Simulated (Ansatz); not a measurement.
Wanted: the native input for an Ansatz 0.2.0 run.

| Quantity | Value |
| --- | --- |
| Task | electrostatic potential |
| Functional | r2SCANh |
| Dispersion | D3(BJ) |
| Potentials or basis | Ansatz PAW |
| Cutoff | 500 eV (not typed: the program's choice for these potentials) |
| k mesh | 6 × 6 × 6 |
| Occupations | fixed |
| Spin | no spin polarisation |

Crystal: H.

```
H
1.0
    -1.69153    1.69153    2.05847
     1.69153   -1.69153    2.05847
     1.69153    1.69153   -2.05847
H
2
Direct
  0.09014 0.09014 0.00000
  0.90986 0.90986 0.00000
```

These files were run (other wordings do the same):

input.yaml

```yaml
crystal:
  lattice:
    - [-1.69153447, 1.69153447, 2.05847399]
    - [1.69153447, -1.69153447, 2.05847399]
    - [1.69153447, 1.69153447, -2.05847399]
  atoms:
    - { symbol: H, position: [0.09013771, 0.09013771, 0.0] }
    - { symbol: H, position: [0.90986229, 0.90986229, 0.0] }
hamiltonian:
  xc: r2scanh
  pseudopotentials: { kind: paw }
  dispersion: d3bj
kpoints:
  mp_grid: { grid: [6, 6, 6] }
scf:
  occupations: { method: fixed }
output:
  forces: true
  stress: true
  eigenvalues: true
  write_density: true
  write_potential: true
  elf: true
  volumetric_format: npy
```

Potentials or basis: Ansatz PAW.

Launch:

```bash
$ ansatz run input.yaml --threads 2 --pin off --max-ram 5120MiB --backend cpu --events-out ev --progress --plain --runs-dir out
```

Results of the run:

| Property | Result |
| --- | --- |
| Pressure | 0.0 GPa |
| Largest force | 0.039 eV/Å |
| Band gap on the k mesh | 10.46 eV, indirect (least direct gap 11.30 eV) |

Caveat: the k mesh is coarse (spacing up to 0.44 Å⁻¹), so the values aren't converged, least of all with exact exchange; the PAW data sets were made with another functional, which shifts forces and pressure a little; the dispersion damping was fitted for another functional or another form of the correction; the thresholds are loose for stress.

It took 6.2 s on 2 threads of Arm Neoverse V1 (shared host), peak memory 0.47 GiB.
